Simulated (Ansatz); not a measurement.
# TlCl: the cost of one run

Method: DFT PBEsol, scalar-relativistic, plane waves, PAW, in Ansatz 0.2.0.

The COD entry's cell or inner coordinates are ideal or old and differ from later refinements, so a difference from it is no clean test against experiment.

## Step 1: Starting point

It takes space group Pm-3m (No. 221, cubic). Conventional cell: a = 3.834 Å, b = 3.834 Å, c = 3.834 Å, α = 90.00°, β = 90.00°, γ = 90.00°. Tl (site symmetry m-3m) is surrounded by 8 Cl at 3.32 Å. Cl (site symmetry m-3m) is surrounded by 8 Tl at 3.32 Å.

Structure file:

```cif
data_structure
_symmetry_space_group_name_H-M 'Pm-3m'
_symmetry_Int_Tables_number 221
_cell_length_a 3.8340
_cell_length_b 3.8340
_cell_length_c 3.8340
_cell_angle_alpha 90.000
_cell_angle_beta 90.000
_cell_angle_gamma 90.000
_cell_volume 56.36
loop_
_atom_site_label
_atom_site_type_symbol
_atom_site_symmetry_multiplicity
_atom_site_Wyckoff_symbol
_atom_site_fract_x
_atom_site_fract_y
_atom_site_fract_z
_atom_site_occupancy
Tl1 Tl 1 a 0.00000 0.00000 0.00000 1
Cl1 Cl 1 b 0.50000 0.50000 0.50000 1
```

The cell is taken as given, not relaxed at this level.

## Step 2: The perfect supercell on the trajectory's mesh

File input.yaml:

```yaml
crystal:
  lattice:
    - [7.668, 0.0, 0.0]
    - [0.0, -7.668, 0.0]
    - [0.0, 0.0, -7.668]
  atoms:
    - { symbol: Tl, position: [0.0, 0.5, 0.5] }
    - { symbol: Tl, position: [0.0, 0.5, 0.0] }
    - { symbol: Tl, position: [0.0, 0.0, 0.5] }
    - { symbol: Tl, position: [0.0, 0.0, 0.0] }
    - { symbol: Tl, position: [0.5, 0.5, 0.5] }
    - { symbol: Tl, position: [0.5, 0.5, 0.0] }
    - { symbol: Tl, position: [0.5, 0.0, 0.5] }
    - { symbol: Tl, position: [0.5, 0.0, 0.0] }
    - { symbol: Cl, position: [0.25, 0.25, 0.25] }
    - { symbol: Cl, position: [0.25, 0.25, 0.75] }
    - { symbol: Cl, position: [0.25, 0.75, 0.25] }
    - { symbol: Cl, position: [0.25, 0.75, 0.75] }
    - { symbol: Cl, position: [0.75, 0.25, 0.25] }
    - { symbol: Cl, position: [0.75, 0.25, 0.75] }
    - { symbol: Cl, position: [0.75, 0.75, 0.25] }
    - { symbol: Cl, position: [0.75, 0.75, 0.75] }
  symmetry: { detect: false }
basis:
  ecutwfc: 420
kpoints:
  mp_grid: { grid: [2, 2, 2], shift: [0.5, 0.5, 0.5] }
hamiltonian:
  xc: pbesol
scf:
  occupations: { method: gaussian, width: 0.1 }
output:
  forces: true
  stress: true
  eigenvalues: true
```

Command:

```bash
$ ansatz run input.yaml --threads 4 --pin off --max-ram 5120MiB --backend cpu --events-out ev --progress --plain --runs-dir out
```

What time and memory should one allow on 4 threads of Arm Neoverse V1, shared host?

About 4 s, with a peak of 1 GiB.
